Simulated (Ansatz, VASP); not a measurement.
# Cross-check of TiO2 (1T-TiO2, 1 layer) between VASP and Ansatz, part 2 of 2

Wanted: the spread between two codes on one cell, functional and k mesh. Of the first pair: The structure shown is the start of the Ansatz relaxation below; VASP solves that cell, so the two are compared at the walk's first step.

VASP 6.6.1 and Ansatz 0.2.0.

So far: The structure; Ansatz: relaxation, PBE; VASP: single point, PBE, start cell, pair 1.

**4. Differences**

Known differences besides the potentials themselves: the cutoff is 420 eV in Ansatz and 520 eV in VASP. Total energies have different zeros and are not compared.

Forces (eV/Å; atoms numbered as in POSCAR):

| atom | Ansatz x, y, z | VASP x, y, z |
| --- | --- | --- |
| O1 | 0.000, 0.000, 4.169 | 0.000, 0.000, 4.114 |
| O2 | 0.000, 0.000, -4.169 | 0.000, 0.000, -4.114 |
| Ti3 | 0.000, 0.000, 0.000 | 0.000, 0.000, 0.000 |

The forces differ by 26 meV/Å r.m.s., which is 1.3 % of the r.m.s. force of 1.939 eV/Å (both taken over all components). With vacuum in the cell, a pressure given here is an average over mostly empty space and none of the material.

**5. Ansatz: relaxation, PBE**

This run makes the geometry at which the two programs are then compared.

The structure compared here is the end of the Ansatz relaxation.

The input, input.yaml:

```yaml
crystal:
  lattice:
    - [2.99, 0.0, 0.0]
    - [-1.495, 2.5894159573, 0.0]
    - [0.0, 0.0, 24.4611921231]
  atoms:
    - { symbol: O, position: [0.6666666667, 0.3333333333, 0.4496919015] }
    - { symbol: Ti, position: [0.0, 0.0, 0.5] }
    - { symbol: O, position: [0.3333333333, 0.6666666667, 0.5503080985] }
kpoints:
  mp_grid: { grid: [12, 12, 1] }
hamiltonian:
  xc: pbe
scf:
  occupations: { method: fermi_dirac, width: 0.05 }
  convergence: { dr2_threshold: 1.0e-08 }
efield:
  axis: 3
  dipole_correction: true
  ramp_position: 0.97
  ramp_width: 0.04
relax:
  f_tol: 0.01
  cell: { fix: [c, alpha, beta] }
output:
  write_potential: true
  write_density: true
  volumetric_format: npy
```

Command:

```bash
$ ansatz run input.yaml --threads 4 --pin off --max-ram 8192MiB --backend cpu --events-out ev --progress --plain --runs-dir out
```

Numbers of over 12 decimals in the logs are rounded to 6 here.

The program printed:

```text
[...]
Crystal: 3 atoms, lattice volume = 189.387 Å³
Basis set: ecut = 420 eV, 3597 PW (Γ), exchange–correlation on 40×40×360 points (8 copies of the dense FFT grid, shifted against one another)
[...]
--- Relaxed structure (5 steps of the walk, 5 accepted, 1 SCFs on fresh bases) ---
[...]
cell:  # Å, volume = 189.3251 Å³
    - [2.989510, 0, 0]
    - [-1.494755, 2.588992, 0]
    - [0, 0, 24.4611921231]
  atoms:
    - { symbol: O, position: [0.666667, 0.333333, 0.460564] }
    - { symbol: Ti, position: [0, 0, 0.500000] }
    - { symbol: O, position: [0.333333, 0.666667, 0.539436] }
[key lines of the parts left out:]
SCF converged after 3 iterations
Free energy (F): -3638.318494 eV
Fermi energy:    -4.131037 eV
Dipole field:    D = 0.000015 V/Å  (p = 0.000016 e·Å, saw-weighted, corrected)
Work function:   Φ+ = 6.8939 eV   Φ− = 6.8942 eV
P = ⅓ Tr σ = 0.0014 GPa (0.014 kbar)
```

**6. VASP: single point, PBE, relaxed cell, pair 2**

The same cell, functional, mesh and smearing now go to VASP, with its own data sets.

The input, INCAR:

```
SYSTEM = TiO2
PREC = Accurate
ENCUT = 600
EDIFF = 1E-06
NELM = 120
ISMEAR = -1
SIGMA = 0.05
LREAL = .FALSE.
ALGO = Normal
GGA = PE
NBANDS = 18
LASPH = .TRUE.
LORBIT = 11
LWAVE = .FALSE.
LCHARG = .FALSE.
ISIF = 2
LDIPOL = .TRUE.
IDIPOL = 3
DIPOL = 0.5 0.5 0.5
LVHAR = .TRUE.
GGA_COMPAT = .FALSE.
EFERMI = MIDGAP
NELMDL = -8
```

The input, POSCAR:

```
TiO2
1.0
    2.9895101196      0.0000000000      0.0000000000
   -1.4947550598      2.5889917085      0.0000000000
    0.0000000000      0.0000000000     24.4611921231
O Ti
2 1
Direct
    0.6666666667      0.3333333333      0.4605636814
    0.3333333333      0.6666666667      0.5394363186
    0.0000000000      0.0000000000      0.5000000000
```

The input, KPOINTS:

```
Automatic mesh
0
Gamma
12 12 1
0 0 0
```

PAW data sets: O and Ti_sv (PBE family, release 64).

Command:

```bash
$ mpirun -np 1 vasp_std
```

The program printed:

```text
[... set-up lines as in an earlier step ...]
 entering main loop
       N       E                     dE             d eps       ncg     rms          rms(c)
DAV:   1     0.243260165430E+03    0.24326E+03   -0.12516E+04   836   0.121E+03
DAV:   2     0.287254057437E+01   -0.24039E+03   -0.23227E+03   950   0.308E+02
DAV:   3    -0.333256573744E+02   -0.36198E+02   -0.36077E+02  1046   0.125E+02
DAV:   4    -0.348050489379E+02   -0.14794E+01   -0.14770E+01   980   0.244E+01
[...]
DAV:  25    -0.265010202734E+02   -0.14590E-05   -0.43160E-08   606   0.197E-03    0.641E-04
DAV:  26    -0.265010222984E+02   -0.20250E-05   -0.52384E-08   580   0.167E-03    0.261E-04
DAV:  27    -0.265010225905E+02   -0.29208E-06   -0.61485E-09   540   0.689E-04
   1 F= -.26501023E+02 E0= -.26501023E+02  d E =-.950485E-12
```

Parts of OUTCAR (step 6):

```text
  Total        0.1434596      0.1434596      0.0278242      0.0000000     -0.0000000     -0.0000000
  in kB        1.2140368      1.2140368      0.2354638      0.0000000     -0.0000000     -0.0000000
  external PRESSURE =       0.8878458 kB  Pullay stress =       0.0000000 kB

 POSITION                                       TOTAL-FORCE (eV/Angst)
 -----------------------------------------------------------------------------------
      1.49476      0.86300     11.26594        -0.000000      0.000000     -0.058378
     -0.00000      1.72599     13.19526         0.000000     -0.000000      0.058378
      0.00000      0.00000     12.23060        -0.000000      0.000000      0.000000
 -----------------------------------------------------------------------------------
    total drift:                                0.000000      0.000000      0.000000

  FREE ENERGIE OF THE ION-ELECTRON SYSTEM (eV)
  ---------------------------------------------------
  free  energy   TOTEN  =       -26.5010225905 eV

  energy  without entropy=      -26.5010225905  energy(sigma->0) =      -26.50102259

[... 1 part as in an earlier step ...]

[... 2 further parts left out ...]
[key lines of the parts left out:]
E-fermi :  -4.9078
```

**7. Side by side**

What differs besides the data sets and the points named for the pairs above, as far as they apply: the cutoff is 420 eV in Ansatz and 600 eV in VASP; Ansatz's pressure holds a Pulay correction, VASP's none. Total energies have different zeros and are not compared.

The two programs side by side:

| quantity | Ansatz | VASP | difference |
| --- | --- | --- | --- |
| pressure (GPa) | 0.00 | 0.09 | -0.09 |
| gap on the k mesh (eV) | 2.727 | 2.702 | +0.026 |

Forces (eV/Å; atoms numbered as in POSCAR):

| atom | Ansatz x, y, z | VASP x, y, z |
| --- | --- | --- |
| O1 | 0.000, 0.000, -0.003 | 0.000, 0.000, -0.058 |
| O2 | 0.000, 0.000, 0.003 | 0.000, 0.000, 0.058 |
| Ti3 | 0.000, 0.000, 0.000 | 0.000, 0.000, 0.000 |

The forces differ by 26 meV/Å r.m.s., where the r.m.s. force is 0.001 eV/Å in Ansatz and 0.028 eV/Å in VASP: the atoms lie near their places of rest in Ansatz, so a percentage would say little (all taken over all components). A gap on the mesh is an upper bound, since the band edges may lie between its points. With vacuum in the cell, a pressure given here is an average over mostly empty space and none of the material.

**8. Summary of results**

- r.m.s. force difference (single point, PBE, start cell, pair 1): 1.3 % of the r.m.s. force
- r.m.s. force difference (single point, PBE, relaxed cell, pair 2): 26 meV/Å

The r.m.s. force difference is 26 meV/Å (single point, PBE, relaxed cell, pair 2), beyond the 12 meV/Å picked in this series as the mark of a large difference. What causes the difference of the single point, PBE, relaxed cell, pair 2 pair stays open here. How closely two codes agree says nothing of how well the functional describes the real material.

[Lines on the potential files, build, host, timing and source positions are cut from VASP's logs without a mark.]

[Logs are printed without paths, hosts, clocks, repeated set-up lines and the standing remarks that a program may print on its own settings, such as how far it seeks lower states.]

[Hosts, paths, dates, database ids (printed as entryN), source tags and the programs' standing remarks are cut or masked in the printed files.]
